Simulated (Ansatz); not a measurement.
The system is HfB2.

```
Hf B
1.0
     3.14000    0.00000    0.00000
    -1.57000    2.71932    0.00000
     0.00000    0.00000    3.48000
Hf B
1 2
Direct
  0.00000 0.00000 0.00000
  0.66667 0.33333 0.50000
  0.33333 0.66667 0.50000
```

```yaml
Program: Ansatz 0.2.0
Task: relaxation of cell and atoms
Functional: LDA
Potentials_or_basis: JTH PAW LDA
Cutoff: 1230 eV
Density_cutoff: 6150 eV
k_mesh: 10 × 10 × 8
Occupations: methfessel-paxton, width 0.1 eV
Spin: no spin polarisation
Hubbard_terms: Hf d U = 7.0 eV
```

At the start: volume 9.90 Å³/atom.

Question: How do energy, volume and symmetry change on relaxing?

Answer: It ends after 5 steps and the volume is 9.82 Å³/atom (-0.8 %); space group P6/mmm (No. 191, to 0.05 Å).

The path:
| step | energy change (eV) | largest force (eV/Å) | volume (Å³) |
| --- | --- | --- | --- |
| 1 | 0.0000 | 0.0000 | 29.71 |
| 2 | -0.0094 | 0.0000 | 29.57 |
| 3 | -0.0104 | 0.0000 | 29.48 |
| 4 | -0.0105 | 0.0000 | 29.47 |
| 5 | -0.0104 | 0.0000 | 29.47 |

Final structure:
```
Hf B
1.0
     3.11134    0.00000    0.00000
    -1.55567    2.69450    0.00000
     0.00000    0.00000    3.51494
Hf B
1 2
Direct
  0.00000 0.00000 0.00000
  0.66667 0.33333 0.50000
  0.33333 0.66667 0.50000
```

Caveat: the plane-wave basis is chosen anew once the cell has moved, so the energies of steps on either side of that aren't comparable; the U is typed as a test and isn't derived for this compound.
